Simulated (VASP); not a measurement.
# LiCl (Fm-3m) in VASP: settings compared, part 2 of 2

VASP 6.6.1. The steps go on from the part before.

### 4 Relaxation of the atoms, PBEsol+D3 (atoms moved at random, drawn with an rms of 0.02 Å)

File INCAR:

```
SYSTEM = LiCl
PREC = Accurate
ENCUT = 900
EDIFF = 1E-6
ISMEAR = -1
SIGMA = 0.1
LREAL = .False.
LASPH = .True.
NELM = 80
ALGO = Fast
ISIF = 2
LWAVE = .False.
LCHARG = .False.
GGA = PS
IVDW = 11
IBRION = 2
NSW = 60
EDIFFG = -0.02
```

File KPOINTS:

```
regular mesh
0
Gamma
  9 9 9
  0 0 0
```

File POSCAR:

```
LiCl
1.0
    0.0000000000      2.5647700000      2.5647700000
    2.5647700000      0.0000000000      2.5647700000
    2.5647700000      2.5647700000      0.0000000000
Cl Li
1 1
Selective dynamics
Direct
    0.4991440000      0.5019190000      0.4918860000  F F F
    0.0006060000      0.0025160000     -0.0000390000  T T T
```

Potentials or basis: VASP PAW PBE potentials, release 64 (Cl_h, Li_sv).

Started as:

```
> cat potpaw_PBE.64/Cl_h/POTCAR potpaw_PBE.64/Li_sv/POTCAR > POTCAR
> mpirun -np 1 vasp_std > vasp.out
```

OUTCAR:

```text
SYSTEM = LiCl
   PREC = Accurate
   ENCUT = 900
   EDIFF = 1E-6
   ISMEAR = -1
   LREAL = .False.
   LASPH = .True.
   NELM = 80
   ISIF = 2
   GGA = PS
   IVDW = 11
   IBRION = 2
   NSW = 60
   EDIFFG = -0.02
 IVDW          = 11

 ion  position               nearest neighbor table
   1  0.499  0.502  0.492-
   2  0.001  0.003  1.000-

  LATTYP: Found a face centered cubic cell.
 ALAT       =     5.1295400000

  Lattice vectors:

 A1 = (   0.0000000000,   2.5647700000,   2.5647700000)
 A2 = (   2.5647700000,   0.0000000000,   2.5647700000)
 A3 = (   2.5647700000,   2.5647700000,   0.0000000000)

Analysis of symmetry for initial positions (statically):
=====================================================================
 Subroutine PRICEL returns:
 Original cell was already a primitive cell.

 Routine SETGRP: Setting up the symmetry group for a
 face centered cubic supercell.

[... 236 lines left out ...]
 cond. band min:       7.0596258419   @ k =   0.0000   0.0000   0.0000
 fundamental gap:      6.1276958804
 Fermi energy:         3.0690145208

 k-point     1 :       0.0000    0.0000    0.0000
  band No.  band energies     occupation
      1     -41.8711      2.00000
      2     -12.4618      2.00000
      3       0.9305      2.00000
      4       0.9315      2.00000
      5       0.9319      2.00000
      6       7.0596      0.00000
      7      12.6417      0.00000
      8      12.6431      0.00000
      9      12.6469      0.00000
[... 265 lines left out ...]
 k-point    24 :       0.1111    0.1111   -0.1111
  band No.  band energies     occupation
      1     -41.8699      2.00000
      2     -12.2490      2.00000
      3      -0.1862      2.00000
      4       0.6396      2.00000
      5       0.7142      2.00000
      6       8.2743      0.00000
      7      11.1509      0.00000
      8      11.4270      0.00000
      9      12.4705      0.00000

 [... further k-points ...]

------------------------ aborting loop because EDIFF is reached ----------------------------------------

 Edisp (eV)   -0.27082

 E8    (eV) :    -0.1519

  FORCE on cell =-STRESS in cart. coord.  units (eV):
  Direction    XX          YY          ZZ          XY          YZ          ZX
  --------------------------------------------------------------------------------------
  -------------------------------------------------------------------------------------
  Total      -0.47580    -0.47488    -0.47995    -0.00011    -0.00000    -0.00001
  in kB     -22.59213   -22.54844   -22.78918    -0.00533    -0.00005    -0.00027
  external pressure =      -22.64 kB  Pullay stress =        0.00 kB

 VOLUME and BASIS-vectors are now :
 -----------------------------------------------------------------------------
  energy-cutoff  :      900.00
  volume of cell :       33.74
      direct lattice vectors                 reciprocal lattice vectors
     0.000000000  2.564770000  2.564770000    -0.194949255  0.194949255  0.194949255
     2.564770000  0.000000000  2.564770000     0.194949255 -0.194949255  0.194949255
     2.564770000  2.564770000  0.000000000     0.194949255  0.194949255 -0.194949255

 POSITION                                       TOTAL-FORCE (eV/Angst)
 -----------------------------------------------------------------------------------
      2.54888      2.54176      2.56750         0.012537      0.013788      0.003008
      2.57048      2.56552      0.00785        -0.012537     -0.013788     -0.003008
 -----------------------------------------------------------------------------------
    total drift:                                0.001668      0.001937      0.000387

  FREE ENERGIE OF THE ION-ELECTRON SYSTEM (eV)
  ---------------------------------------------------
  free  energy   TOTEN  =        -7.9043325393 eV

  energy  without entropy=       -7.9043325390  energy(sigma->0) =       -7.90433254

 reached required accuracy - stopping structural energy minimisation
```

OSZICAR:

```text
N       E                     dE             d eps       ncg     rms          rms(c)
DAV:   1     0.517199084072E+02    0.51720E+02   -0.58688E+03  6570   0.152E+03
DAV:   2    -0.500302829071E+01   -0.56723E+02   -0.54260E+02  9304   0.188E+02
DAV:   3    -0.761360560733E+01   -0.26106E+01   -0.26072E+01  8019   0.464E+01
[... 19 lines left out ...]
RMM:  23    -0.763349481416E+01    0.52856E-06   -0.19592E-06  5489   0.108E-02
   1 F= -.79043131E+01 E0= -.79043131E+01  d E =-.790431E+01
       N       E                     dE             d eps       ncg     rms          rms(c)
DAV:   1    -0.763351634903E+01   -0.21006E-04   -0.33550E-03  7209   0.528E-01    0.564E-03
RMM:   2    -0.763351715767E+01   -0.80865E-06   -0.87154E-06  6209   0.354E-02
   2 F= -.79043325E+01 E0= -.79043325E+01  d E =-.194801E-04
```

CONTCAR:

```text
LiCl
   1.00000000000000
     0.0000000000000000    2.5647700000000002    2.5647700000000002
     2.5647700000000002    0.0000000000000000    2.5647700000000002
     2.5647700000000002    2.5647700000000002    0.0000000000000000
  Cl              Li
     1     1
Selective dynamics
Direct
     0.4991440000000011    0.5019190000000009    0.4918860000000009   F   F   F
     0.0005633969473341    0.0024988820193006    0.9997283593340448   T   T   T

  0.00000000E+00  0.00000000E+00  0.00000000E+00
  0.00000000E+00  0.00000000E+00  0.00000000E+00
```

It took 4.1 min on 1 thread of AMD EPYC 9R45 (Zen 5), shared host; peak memory 0.37 GiB.

Results:

```yaml
Free_energy: -7.9043 eV
Energy_gained_by_relaxing: 0.0 meV/atom
Ionic_steps: 2
Pressure_after_relaxing: -2.3 GPa
Band_gap_on_the_k_mesh: 6.13 eV, direct
Dispersion_energy_per_atom: -0.135 eV
```

Final structure:
```xyz
2
Lattice="0.0000 2.5648 2.5648 2.5648 0.0000 2.5648 2.5648 2.5648 0.0000" Properties=species:S:1:pos:R:3 pbc="T T T"
Cl    2.5489    2.5418    2.5675
Li    2.5705    2.5655    0.0079
```

Caveat: the PAW data sets were made with another functional, which shifts forces and pressure a little; an odd mesh through Γ misses points on the zone boundary, where band edges often lie.
